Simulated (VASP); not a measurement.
# KCl (Sylvite) (Fm-3m) in VASP: settings compared, part 2 of 2

VASP 6.6.1. The steps go on from the part before.

## Step 4: Band structure, HSE03

POSCAR

```
KCl
1.0
    0.0000000000      3.1464700000      3.1464700000
    3.1464700000      0.0000000000      3.1464700000
    3.1464700000      3.1464700000      0.0000000000
K Cl
1 1
Direct
    0.0000000000      0.0000000000      0.0000000000
    0.5000000000      0.5000000000      0.5000000000
```

INCAR.step1

```
ALGO = Normal ; EDIFF = 1E-5
ENCUT = 520 ; GGA = PE
ISIF = 2 ; ISMEAR = -1
LASPH = T ; LCHARG = F
LREAL = F ; LWAVE = T
NBANDS = 15 ; NELM = 80
PREC = Accurate ; SIGMA = 0.05
```

INCAR.step2

```
ALGO = Normal ; EDIFF = 1E-7
ENCUT = 520 ; GGA = PE
HFSCREEN = 0.3 ; ISIF = 2
ISMEAR = -1 ; ISTART = 1
LASPH = T ; LCHARG = F
LHFCALC = T ; LREAL = F
LWAVE = F ; NBANDS = 15
NELM = 80 ; PREC = Accurate
PRECFOCK = Fast ; SIGMA = 0.05
```

KPOINTS

```
k-points
0
Gamma
  4 4 4
```

KPOINTS_OPT

```
path GXWKGLUWLK,UX
10
line-mode
reciprocal
 0.0000000000  0.0000000000  0.0000000000  G
 0.5000000000  0.0000000000  0.5000000000  X

 0.5000000000  0.0000000000  0.5000000000  X
 0.5000000000  0.2500000000  0.7500000000  W

 0.5000000000  0.2500000000  0.7500000000  W
 0.3750000000  0.3750000000  0.7500000000  K

 0.3750000000  0.3750000000  0.7500000000  K
 0.0000000000  0.0000000000  0.0000000000  G

 0.0000000000  0.0000000000  0.0000000000  G
 0.5000000000  0.5000000000  0.5000000000  L

 0.5000000000  0.5000000000  0.5000000000  L
 0.6250000000  0.2500000000  0.6250000000  U

 0.6250000000  0.2500000000  0.6250000000  U
 0.5000000000  0.2500000000  0.7500000000  W

 0.5000000000  0.2500000000  0.7500000000  W
 0.5000000000  0.5000000000  0.5000000000  L

 0.5000000000  0.5000000000  0.5000000000  L
 0.3750000000  0.3750000000  0.7500000000  K

 0.6250000000  0.2500000000  0.6250000000  U
 0.5000000000  0.0000000000  0.5000000000  X
```

Potentials or basis: VASP PAW PBE potentials, release 64 (K_sv, Cl).

Run with:

```
cat potpaw_PBE.64/K_sv/POTCAR potpaw_PBE.64/Cl/POTCAR > POTCAR
cp INCAR.step1 INCAR
mpirun -np 1 vasp_std > vasp.out
cp INCAR.step2 INCAR
mpirun -np 1 vasp_std > vasp.out
```

OUTCAR:

```text
EDIFF = 1E-7
   ENCUT = 520
   GGA = PE
   HFSCREEN = 0.3
   ISIF = 2
   ISMEAR = -1
   ISTART = 1
   LASPH = T
   LHFCALC = T
   LREAL = F
   NELM = 80
   PREC = Accurate
   PRECFOCK = Fast

 ion  position               nearest neighbor table
   1  0.000  0.000  0.000-   2 3.15   2 3.15   2 3.15   2 3.15   2 3.15   2 3.15
   2  0.500  0.500  0.500-   1 3.15   1 3.15   1 3.15   1 3.15   1 3.15   1 3.15

[... 324 lines left out ...]
     15      10.7324      0.00000

------------------------ aborting loop because EDIFF is reached ----------------------------------------

  FORCE on cell =-STRESS in cart. coord.  units (eV):
  Direction    XX          YY          ZZ          XY          YZ          ZX
  --------------------------------------------------------------------------------------
  -------------------------------------------------------------------------------------
  Total        0.1949160      0.1949160      0.1949160     -0.0000000     -0.0000000      0.0000000
  in kB        5.0125340      5.0125340      5.0125340     -0.0000000     -0.0000000      0.0000000
  external PRESSURE =       5.0125340 kB  Pullay stress =       0.0000000 kB

 VOLUME and BASIS-vectors are now :
 -----------------------------------------------------------------------------
  energy-cutoff  :      520.00
  volume of cell :       62.30
      direct lattice vectors                 reciprocal lattice vectors
     0.000000000  3.146470000  3.146470000    -0.158908237  0.158908237  0.158908237
     3.146470000  0.000000000  3.146470000     0.158908237 -0.158908237  0.158908237
     3.146470000  3.146470000  0.000000000     0.158908237  0.158908237 -0.158908237

 POSITION                                       TOTAL-FORCE (eV/Angst)
 -----------------------------------------------------------------------------------
      0.00000      0.00000      0.00000         0.000000      0.000000      0.000000
      3.14647      3.14647      3.14647        -0.000000     -0.000000     -0.000000
 -----------------------------------------------------------------------------------
    total drift:                               -0.000000     -0.000000     -0.000000

  FREE ENERGIE OF THE ION-ELECTRON SYSTEM (eV)
  ---------------------------------------------------
  free  energy   TOTEN  =        -7.6934729682 eV

  energy  without entropy=       -7.6934729681  energy(sigma->0) =       -7.69347297
```

OSZICAR.step1:

```text
N       E                     dE             d eps       ncg     rms          rms(c)
DAV:   1     0.993251343352E+02    0.99325E+02   -0.70602E+03   240   0.954E+02
DAV:   2    -0.751511682664E+00   -0.10008E+03   -0.92584E+02   311   0.232E+02
DAV:   3    -0.686980360544E+01   -0.61183E+01   -0.60837E+01   338   0.511E+01
DAV:   4    -0.709338006652E+01   -0.22358E+00   -0.22352E+00   389   0.862E+00
DAV:   5    -0.709514927859E+01   -0.17692E-02   -0.17692E-02   331   0.860E-01    0.333E+00
DAV:   6    -0.680452180460E+01    0.29063E+00   -0.42292E-01   296   0.327E+00    0.271E+00
DAV:   7    -0.679020367261E+01    0.14318E-01   -0.11470E-01   310   0.185E+00    0.158E+00
DAV:   8    -0.680249061140E+01   -0.12287E-01   -0.16903E-02   315   0.965E-01    0.204E-01
DAV:   9    -0.680301461468E+01   -0.52400E-03   -0.90746E-04   303   0.184E-01    0.104E-01
DAV:  10    -0.680367776453E+01   -0.66315E-03   -0.73056E-04   261   0.165E-01    0.253E-02
DAV:  11    -0.680368064457E+01   -0.28800E-05   -0.22327E-05   325   0.287E-02
   1 F= -.68036806E+01 E0= -.68036806E+01  d E =-.230768E-10
```

Run time: 14 min. Hardware: 1 thread of Intel Xeon 6975P-C (Granite Rapids), shared host; peak memory 0.32 GiB.

Results:

| Property | Result |
| --- | --- |
| Free energy | -7.6935 eV |
| Pressure | 0.5 GPa |
| Band gap on the k mesh | 6.25 eV, direct |
| Band gap along the path | 6.25 eV, direct |

Levels at the corners of the path, in eV from the valence-band top:
| point | band 5 | band 6 | band 7 | band 8 | band 9 | band 10 | band 11 | band 12 |
| --- | --- | --- | --- | --- | --- | --- | --- | --- |
| Γ | -11.34 | 0.00 | 0.00 | 0.00 | 6.25 | 9.64 | 9.64 | 9.64 |
| X | -11.40 | -0.69 | -0.24 | -0.24 | 7.64 | 9.55 | 11.23 | 11.73 |
| X | -11.40 | -0.69 | -0.24 | -0.24 | 7.64 | 9.55 | 11.23 | 11.73 |
| W | -11.26 | -0.50 | -0.49 | -0.49 | 9.20 | 9.20 | 10.71 | 11.28 |
| W | -11.26 | -0.50 | -0.49 | -0.49 | 9.20 | 9.20 | 10.71 | 11.28 |
| K | -11.29 | -0.58 | -0.56 | -0.30 | 8.41 | 10.26 | 10.54 | 11.52 |
| K | -11.29 | -0.58 | -0.56 | -0.30 | 8.41 | 10.26 | 10.54 | 11.52 |
| Γ | -11.34 | 0.00 | 0.00 | 0.00 | 6.25 | 9.64 | 9.64 | 9.64 |
| Γ | -11.34 | 0.00 | 0.00 | 0.00 | 6.25 | 9.64 | 9.64 | 9.64 |
| L | -11.12 | -1.08 | -0.33 | -0.33 | 8.65 | 9.83 | 12.02 | 12.02 |
| L | -11.12 | -1.08 | -0.33 | -0.33 | 8.65 | 9.83 | 12.02 | 12.02 |
| U | -11.29 | -0.58 | -0.56 | -0.30 | 8.41 | 10.26 | 10.54 | 11.52 |
| U | -11.29 | -0.58 | -0.56 | -0.30 | 8.41 | 10.26 | 10.54 | 11.52 |
| W | -11.26 | -0.50 | -0.49 | -0.49 | 9.20 | 9.20 | 10.71 | 11.28 |
| W | -11.26 | -0.50 | -0.49 | -0.49 | 9.20 | 9.20 | 10.71 | 11.28 |
| L | -11.12 | -1.08 | -0.33 | -0.33 | 8.65 | 9.83 | 12.02 | 12.02 |
| L | -11.12 | -1.08 | -0.33 | -0.33 | 8.65 | 9.83 | 12.02 | 12.02 |
| K | -11.29 | -0.58 | -0.56 | -0.30 | 8.41 | 10.26 | 10.54 | 11.52 |
| U | -11.29 | -0.58 | -0.56 | -0.30 | 8.41 | 10.26 | 10.54 | 11.52 |
| X | -11.40 | -0.69 | -0.24 | -0.24 | 7.64 | 9.55 | 11.23 | 11.73 |

Caveat: the k mesh is coarse (spacing up to 0.43 Å⁻¹), so the values aren't converged, least of all with exact exchange; the PAW data sets were made with another functional, which shifts forces and pressure a little.

## Step 5: G0W0 quasiparticle levels, LDA

POSCAR is that of step 4.

INCAR.step1

```
PREC     = Accurate       # precision mode
ENCUT    = 500            # plane-wave cutoff, eV
EDIFF    = 1E-8           # SCF threshold, eV
ISMEAR   = 0              # smearing method
SIGMA    = 0.01           # smearing width, eV
LREAL    = False          # projectors in reciprocal space
LASPH    = True           # aspherical terms in the spheres
NELM     = 60             # most SCF steps
ALGO     = Fast           # electronic algorithm
LWAVE    = True           # write WAVECAR
LCHARG   = False          # write CHGCAR
GGA      = CA             # functional
KPAR     = 4
```

INCAR.step2

```
PREC     = Accurate       # precision mode
ENCUT    = 500            # plane-wave cutoff, eV
EDIFF    = 1E-8           # SCF threshold, eV
ISMEAR   = 0              # smearing method
SIGMA    = 0.01           # smearing width, eV
LREAL    = False          # projectors in reciprocal space
LASPH    = True           # aspherical terms in the spheres
NELM     = 1              # most SCF steps
ALGO     = Exact          # electronic algorithm
LWAVE    = True           # write WAVECAR
LCHARG   = False          # write CHGCAR
GGA      = CA             # functional
NBANDS   = 267            # bands
LOPTICS  = True           # frequency-dependent dielectric function
ISTART   = 1            
KPAR     = 4
```

INCAR.step3

```
PREC     = Accurate       # precision mode
ENCUT    = 500            # plane-wave cutoff, eV
EDIFF    = 1E-8           # SCF threshold, eV
ISMEAR   = 0              # smearing method
SIGMA    = 0.01           # smearing width, eV
LREAL    = False          # projectors in reciprocal space
LASPH    = True           # aspherical terms in the spheres
ALGO     = EVGW0          # electronic algorithm
LWAVE    = False          # write WAVECAR
LCHARG   = False          # write CHGCAR
GGA      = CA             # functional
NELMGW   = 1            
NBANDS   = 267            # bands
ENCUTGW  = 150            # cutoff of the response function
NOMEGA   = 50             # frequency points
PRECFOCK = Fast         
ISTART   = 1            
NBANDSGW = 16           
KPAR     = 4
```

KPOINTS

```
regular mesh
0
Gamma
  4 4 4
```

Potentials or basis: VASP PAW LDA potentials, release 64 (K_sv_GW, Cl_GW).

Run with:

```
cat potpaw_LDA.64/K_sv_GW/POTCAR potpaw_LDA.64/Cl_GW/POTCAR > POTCAR
cp INCAR.step1 INCAR
mpirun -np 4 vasp_std > vasp.out
cp INCAR.step2 INCAR
mpirun -np 4 vasp_std > vasp.out
cp INCAR.step3 INCAR
mpirun -np 4 vasp_std > vasp.out
```

OUTCAR:

```text
PREC = Accurate
   ENCUT = 500
   EDIFF = 1E-8
   ISMEAR = 0
   LREAL = False
   LASPH = True
   GGA = CA
   NELMGW = 1
   ENCUTGW = 150
   PRECFOCK = Fast
   ISTART = 1

 ion  position               nearest neighbor table
   1  0.000  0.000  0.000-
   2  0.500  0.500  0.500-

  LATTYP: Found a face centered cubic cell.
 ALAT       =     6.2929400000

  Lattice vectors:

 A1 = (   0.0000000000,   3.1464700000,   3.1464700000)
 A2 = (   3.1464700000,   0.0000000000,   3.1464700000)
 A3 = (   3.1464700000,   3.1464700000,   0.0000000000)

Analysis of symmetry for initial positions (statically):
=====================================================================
 Subroutine PRICEL returns:
 Original cell was already a primitive cell.

 Routine SETGRP: Setting up the symmetry group for a
[... 126 lines left out ...]
  Thomas-Fermi vector in A             =   2.175177
   LORBIT       =      0    0 simple, 1 ext, 2 COOP (PROOUT), +10 PAW based schemes
   GGA     = CA    functional components
   LHFCALC =     T    Hartree Fock is set to
   PRECFOCK=fast      Normal, Fast or Accurate (Low or Medium for compatibility)
   ENCUT4O =  -1.0   cutoff for four orbital integrals eV
   NKREDX  =     1    reduce k-point grid by
   NKREDY  =     1    reduce k-point grid by
   NKREDZ  =     1    reduce k-point grid by
   AEXX    =    1.0000 exact exchange contribution
   HFSCREEN=    0.0000 screening length (either q_TF or 0.3 A-1)
   HFSCREENC=   0.0000 screening length for correlation (either q_TF or 0.3 A-1)
   ENCUTFOCK=  -1.0 apply spherical cutoff to Coloumb kernel
   IVDW    =     0    specifies the selected vdW correction
   LEPSILON=     F    determine dielectric tensor
   LRPA    =     F    only Hartree local field effects (RPA)
   LRPAFORCE           =     F    calculate RPA forces
   ENCUTGW             = 150.0    cutoff for response function in eV
   ENCUTGWSOFT         = 120.0    soft cutoff for Coulomb kernel in GW response function in eV
   ENCUTLF             =  -1.0    cutoff for local field effects
   NELMGW              =     1    number of iterations in solving QP/BSE equation
   NELMHF              =     1    number of iterations in the inner HF iteration
   NKREDLFX            =     1    NKREDLFY  =   1   NKREDLFZ  =   1
 non-spin polarized calculation
 Gauss-broadening in eV      SIGMA  =   0.01
  energy-cutoff  :      500.00
  volume of cell :       62.30
 maximum number of plane-waves:      1604
  NGX = 18; NGY = 18; NGZ = 18
   NGX = 17   NGY = 17   NGZ = 17
 maximum number of plane-waves:       268
 NGX is ok and might be reduce to    18

 QP shifts <psi_nk| G(iteration)W_0 |psi_nk>: iteration 1
 for sc-GW calculations column KS-energies equals QP-energies in previous step
 and V_xc(KS)=  KS-energies - (<T + V_ion + V_H > + <T+V_H+V_ion>^1  + <V_x>^1)

 k-point   1 :       0.0000    0.0000    0.0000
  band No.  KS-energies  QP-energies   sigma(KS)   V_xc(KS)     V^pw_x(r,r')   Z            occupation Imag(sigma)

      1     -27.7385     -29.7975     -21.4692     -18.2145     -30.6428       0.6326       2.0000       0.7292
      2     -12.9383     -14.5759     -17.3144     -15.0682     -24.2596       0.7291       2.0000       1.3193
      3     -11.4362     -14.5341     -21.6241     -17.7727     -24.5835       0.8044       2.0000       0.1258
      4     -11.4362     -14.5341     -21.6241     -17.7727     -24.5835       0.8044       2.0000       0.1258
      5     -11.4362     -14.5341     -21.6241     -17.7727     -24.5835       0.8044       2.0000       0.1258
      6      -0.9143      -2.8190     -16.6529     -14.2262     -18.5300       0.7849       2.0000       0.0977
[... 135 lines left out ...]
      2     -12.9328     -14.6842     -17.5932     -15.2402     -24.2918       0.7443       2.0000       1.2340
      3     -11.5451     -14.6294     -21.4048     -17.5445     -24.3778       0.7990       2.0000       0.1407
      4     -11.5451     -14.6294     -21.4048     -17.5445     -24.3778       0.7990       2.0000       0.1407
      5     -11.3440     -14.3006     -21.4432     -17.7326     -24.6281       0.7968       2.0000       0.1806
      6      -1.4336      -3.3698     -15.9695     -13.4888     -17.8933       0.7805       2.0000       0.1044
[... 8 lines left out ...]
     15      10.7709      12.6798      -8.0105     -10.3206      -4.4366       0.8263       0.0000      -0.1261
     16      11.4957      13.6102      -8.1082     -10.7193      -4.3133       0.8098       0.0000      -0.1811
```

OUTCAR.step1:

```text
PREC = Accurate
   ENCUT = 500
   EDIFF = 1E-8
   ISMEAR = 0
   LREAL = False
[... 324 lines left out ...]
      0.00000      0.00000      0.00000         0.000000     -0.000000      0.000000
      3.14647      3.14647      3.14647         0.000000      0.000000     -0.000000
 -----------------------------------------------------------------------------------
    total drift:                                0.000000     -0.000000     -0.000000

  FREE ENERGIE OF THE ION-ELECTRON SYSTEM (eV)
  ---------------------------------------------------
  free  energy   TOTEN  =        -9.8957400701 eV

  energy  without entropy=       -9.8957400701  energy(sigma->0) =       -9.89574007
```

OUTCAR.step2:

```text
PREC = Accurate
   ENCUT = 500
   EDIFF = 1E-8
   ISMEAR = 0
   LREAL = False
[... 721 lines left out ...]
     0.00000     2.69472     2.69472     2.69472     0.00000     0.00000     0.00000
     2.06616     2.79005     2.79005     2.79005     0.00000     0.00000     0.00000
     4.13232     3.26940     3.26940     3.26940     0.00000     0.00000     0.00000
     6.19847     4.90612     4.90612     4.90612     0.00000     0.00000     0.00000
     8.26463     1.69782     1.69782     1.69782    -0.00000    -0.00000    -0.00000
    10.33079     0.19459     0.19459     0.19459     0.00000     0.00000    -0.00000
[... 92 lines left out ...]
   202.48346     0.99165     0.99165     0.99165    -0.00000    -0.00000    -0.00000
   204.54961     0.99184     0.99184     0.99184    -0.00000    -0.00000    -0.00000
```

It took 2 min on 4 MPI ranks of Intel Xeon Platinum 8259CL at 2.50GHz (Skylake/Cascade Lake), shared host; peak memory 0.71 GiB.

What came out:

```yaml
Band_gap_on_the_k_mesh_mean-field_level: 4.75 eV, direct
Quasiparticle_gap: 7.83 eV
Least_direct_quasiparticle_gap: 7.83 eV
```

Caveat: the k mesh is coarse (spacing up to 0.43 Å⁻¹), so the values aren't converged; bands, screening cutoff and mesh are small and nothing is extrapolated, so the quasiparticle values aren't converged.

## Step 6: Summary

```csv
task,level,potentials or basis,k mesh,cutoff (eV),smearing,ladder,grid for exact exchange (PRECFOCK),screening parameter,GW scheme,GW iterations,mesh quality,gap on the mesh (eV),pressure (GPa)
band structure,HSE06,"VASP PAW PBE potentials, release 64 (K_sv, Cl)",6 × 6 × 6,520,gaussian 0.02 eV,gaps,Fast,0.2 1/A,-,-,not flagged,6.52,0.5
band structure,HSE03,"VASP PAW PBE potentials, release 64 (K_sv, Cl)",6 × 6 × 6,520,gaussian 0.02 eV,gaps,Fast,-,-,-,not flagged,6.25,0.5
band structure,HSE03,"VASP PAW PBE potentials, release 64 (K_sv, Cl)",4 × 4 × 4,520,fermi-dirac 0.05 eV,-,Fast,-,-,-,coarse,6.25,0.5
G0W0 quasiparticle levels,LDA,"VASP PAW LDA potentials, release 64 (K_sv_GW, Cl_GW)",4 × 4 × 4,500,gaussian 0.01 eV,free,-,-,G0W0,1,coarse,-,-
```

Alike in all rows: no spin polarisation; cell as given.

Caveats: some runs use coarse meshes; the PAW data sets were made with another functional, which shifts forces and pressure a little (some runs); bands, screening cutoff and mesh are small and nothing is extrapolated, so the quasiparticle values aren't converged (some runs).

Absolute energies hang on the potentials; compare differences alone.

## Step 7: Against experiment

Step 2. Measured gap of KCl: 8.68 eV (a printed reference work, monograph). This calculation gives 6.52 eV (-2.16 eV). The value is that of HSE06, without temperature or zero-point motion.

Step 3. Measured gap of KCl: 8.68 eV (a printed reference work, monograph). This calculation gives 6.25 eV (-2.43 eV). The value is that of HSE03, without temperature or zero-point motion.
